In rutile-type hafnium dioxide the highest filled level sinks by about 1 eV from the centre of the Brillouin zone to its face along the short crystal axis, and by about 0.4 eV for a step of one third in the plane across that axis. A sum of three cosines with these two drops as input gives the level at three other points to about 0.1 eV. At a fourth point, where all three coordinates differ from zero, the same estimate is wrong by 1 eV. A possible reason for the failure is that the rule follows a single band, whereas the highest filled level may belong to a different band at each point.

Kohn–Sham levels of rutile-type HfO2 (P4_2/mnm) on a 3×3×4 k mesh, calculated with GPAW 26.7.0 in the LDA with PAW data sets, a plane-wave cutoff of 680 eV and Fermi–Dirac smearing of 0.01 eV, without spin polarisation or spin–orbit coupling, at a given geometry. Energies are counted from the valence top on the mesh, and levels are numbered outward from the gap.

```tsv
point a (reciprocal cell vector)	point b (reciprocal cell vector)	point c (reciprocal cell vector)	level under 4 (eV)	level under 3 (eV)	level under 2 (eV)	level under 1 (eV)	level over 1 (eV)	level over 2 (eV)
0.0000	0.0000	0.0000	-0.732	-0.479	-0.479	0.000	3.783	3.961
0.0000	0.0000	0.2500	-1.377	-1.131	-1.131	-0.509	4.757	4.800
0.0000	0.0000	0.5000	-2.076	-2.076	-0.981	-0.981	5.473	5.473
0.3333	-0.3333	0.0000	-1.428	-1.167	-1.107	-0.607	4.049	4.424
0.3333	-0.3333	0.5000	-1.408	-1.091	-0.892	-0.722	4.281	5.042
0.3333	0.0000	0.0000	-1.635	-1.178	-0.834	-0.368	4.324	4.357
0.3333	0.0000	0.5000	-1.451	-1.451	-1.246	-1.245	4.318	4.318
```

Each row is a wave vector, written as fractions $a$, $b$ and $c$ of the reciprocal cell vectors (the columns point a, point b and point c). A fraction tells how the phase of an electron wave changes from one crystal cell to the next: by $2\pi c$ for a step along the short axis, and likewise for the other two directions. At $(0,0,0)$, called Γ, all cells are in phase; at $c=1/2$ neighbouring cells along the short axis have opposite signs. The column level under 1 holds the highest filled level at each point, and its zero is the highest of them all, which on this mesh lies at Γ. Light hardly changes the wave vector of an electron, so a filled level that lies deeper generally needs a more energetic photon to reach a given empty level at the same point.

The energy depends on the phase because electron states in neighbouring cells overlap. Suppose that a state in one cell is coupled to its copies in the next cell on either side with strength $t$. The two copies carry the phases $+\varphi$ and $-\varphi$, and together they add $2t\cos\varphi$ to the energy. Compared with the in-phase pattern at Γ, the energy has therefore changed by $-2t(1-\cos\varphi)$. If being in phase is the least favourable arrangement, $t$ is positive and the level sinks on leaving Γ, as the table shows for the highest filled level.

Adding the three directions gives the rule. The two long axes of this crystal are equivalent, so they share one constant:

$$E_\mathrm{v}\approx -A\,(1-\cos 2\pi c)-B\,(2-\cos 2\pi a-\cos 2\pi b)$$

Here $E_\mathrm{v}$ is the highest filled level counted from its value at Γ, while $A$ and $B$ measure the coupling along the short axis and along each long axis. The sum rests on two assumptions: that one band can be followed throughout, and that only the nearest copies along the cell edges matter.

Each constant needs one known level. At $(0,0,1/2)$ the first bracket equals 2 and the second vanishes, so the calculated level of −0.981 eV gives $A=0.49$ eV. At $(1/3,0,0)$ only the second bracket counts; it equals 1.5, and the level of −0.368 eV gives $B=0.245$ eV. Half an electronvolt and a quarter of an electronvolt are easy to remember.

That $A$ is twice $B$ fits the shape of the cell, which repeats every 3.2 Å along the short axis but only every 4.8 Å along the long ones. Overlap generally weakens with distance, so the closer repeat should give the stronger dependence on phase. The constants are effective ones, though, since they also contain coupling that runs through the atoms in between, and the two input levels need not belong to the same band. At $(0,0,1/2)$ two bands even meet, since the two highest filled levels coincide there. The ratio of two should therefore not be read as a general law of distance.

No calculator is needed for the common fractions. The term $1-\cos 2\pi x$ is 1 for a quarter, 1.5 for a third and 2 for a half, and the sign of the fraction is irrelevant. Take the point $(1/3,0,1/2)$, which was not used to set the constants. The short axis contributes $0.49\times 2=0.98$ eV and the plane $0.245\times 1.5=0.37$ eV, so the level should lie 1.35 eV below the valence top. The calculation puts it at −1.245 eV, which makes the estimated depth about 8 % too large.

Two more points test the rule in simpler ways. At $(1/3,-1/3,0)$ it doubles the drop found for a single in-plane step, whereas the calculated drop grows by a factor of only 1.6; the estimate is 0.13 eV too deep. At $(0,0,1/4)$ it predicts half the drop to the zone face, and the calculation gives 52 %.

This quarter point also shows why a simple effective-mass picture should not be stretched across the zone. A parabola from Γ through the level at the zone face would have completed only a quarter of its fall at this point, half of what the rule correctly predicts. A straight line would do as well as the cosine here, so the agreement confirms the height of the curve and not its exact shape. The rule is meant for estimating levels, and its slopes deserve less trust.

Now take $(1/3,-1/3,1/2)$, where the phase changes in all three directions. The short axis again contributes 0.98 eV, and the plane contributes $0.245\times 3=0.74$ eV. The sum places the level 1.72 eV below the valence top, but the calculated level is at −0.722 eV. The estimated depth is more than twice the calculated one, from a recipe that had just worked with two of the three phases.

The table shows directly that the contributions no longer add. If the contributions simply added, going from $c=0$ to $c=1/2$ would lower the level by the same amount at every position in the plane. The drop is 0.98 eV at the centre of the plane and still 0.88 eV at $(1/3,0)$, but only 0.12 eV at $(1/3,-1/3)$. No choice of $A$ and $B$ can reproduce this, because the rule has no term that links the short axis to the plane.

One possible reason is that the highest filled level has changed bands. The filled states of such an oxide come mainly from oxygen p orbitals, which point in different directions and therefore respond differently to a given change of phase. A band that starts lower at Γ but sinks less can end up on top. The next two levels at Γ lie only 0.48 eV below the highest one, so a drop of 1.7 eV leaves ample room for such an exchange.

The levels at the failing point fit this picture. All four filled levels listed there lie above the estimate of −1.72 eV, the deepest of them at −1.408 eV. The band that the rule tries to follow may thus be buried beneath at least four others. Coupling to cells along the diagonals, which the rule leaves out, could also raise the level, and the energies alone do not separate the two explanations.

An exchange of bands would give the error a preferred direction. The highest filled level cannot lie below the band that is being followed. If the constants describe that band well, a change of band therefore makes the estimate too deep. Three of the four test points do err on that side. The exception is the quarter point, where the estimate is too high by a mere 0.02 eV; a real band need not follow the cosine exactly. A large estimated drop is therefore best read as an approximate lower edge for the level.

The empty levels show the same weakness more strongly. The lowest one, in the column level over 1, rises by 1.69 eV from Γ to the zone face along the short axis, yet it hardly changes for the same step taken from $(1/3,0,0)$. Constants obtained from the same two points as before put it 0.8 eV too high already at $(1/3,-1/3,0)$, where the valence rule still works. For an empty level a change of band acts in the opposite direction, since the lowest of several bands can only lie below the one being followed.

Hafnium d orbitals, which supply most of the low empty states in this kind of oxide, offer many bands for such an exchange. There are five of them on each hafnium atom and two hafnium atoms in the cell, and their lobes point in different directions. When one band rises steeply, another can remain low. A constant then describes the result better than a cosine: at the four points away from the short axis, the lowest empty level stays within 0.2 eV of 4.24 eV, their mean. This constant summarises those four points and has not been tested on others.

Over the three points where the valence rule works, its root-mean-square error is 0.10 eV. Guessing the same value everywhere, namely the mean of the levels at Γ and at the two input points, gives 0.47 eV. Once the failing point is included, the order is reversed: the rule errs by 0.50 eV and the constant guess by 0.43 eV. The rule is thus worth using only together with its range.

For the highest filled level, that range is a change of phase in one or two directions, with in-plane fractions up to one third. This boundary was drawn after seeing where the rule fails, and it rests on three successes and one failure. Going on to one half in the plane would be an extrapolation. For a related tetragonal crystal with its valence top at Γ the same form can be tried, but both constants must be set anew from two known levels. A third level with all three phases changed will then show whether the rule still holds there.

The constants also belong to this geometry and this level of theory. The cell is somewhat larger than the local density approximation itself would choose, and a tighter cell would change the overlaps and with them $A$ and $B$. The approximation is known to make band gaps too small, which affects the height of the empty levels above the valence top more than the spacing among the filled ones. Spin–orbit coupling, left out here, would act chiefly on the levels with hafnium character. The value of 4.24 eV should therefore not be carried over to a measured spectrum, whereas the drops of roughly 1 and 0.4 eV can serve as first guesses for the highest filled level along these two directions. The mesh of k points is coarse, too, so a still higher filled level between its points is not excluded.
